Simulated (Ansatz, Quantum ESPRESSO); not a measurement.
# In2Se2, 1 layer: the energy at a withheld member of a series

Method. Quantum ESPRESSO 7.5, PBE, GBRV ultrasoft. Cell and atoms are first relaxed; each strained cell is then held and the atoms relax in it. A periodic run with 15 Å of vacuum in the starting cell gives the vacuum levels, and bands follow along a path. The bands are repeated with spin-orbit coupling and fully relativistic files. The series steps biaxial strain. Energies count from the lowest.

```tsv
biaxial strain	energy (eV)
-4 %	0.1007
-3 %	0.0555
-2 %	0.0243
-1 %	0.0061
0 %	0.0000
1 %	0.0053
2 %	0.0212
3 %	0.0470
```

To predict: What is the energy at 4 %?

By hand: The rows at 2 % and 3 % give a slope of (0.0470 − (0.0212))/(3 − (2)) = 0.0258, so a straight line gives 0.0728 eV. A parabola through these and the row at 1 % gives 0.0827 eV.

What the calculation gave: 0.0820 eV. The line misses by −0.0092 and the parabola by +0.0007 eV. The parabola does better.

**Limits.** Semilocal gaps are too small; the 1×1 cell can't ripple over many cells under compression as a free sheet would. These values are without spin-orbit coupling.

[Logs are printed without paths, hosts, clocks, repeated set-up lines and the standing remarks that a program may print on its own settings, such as how far it seeks lower states.]
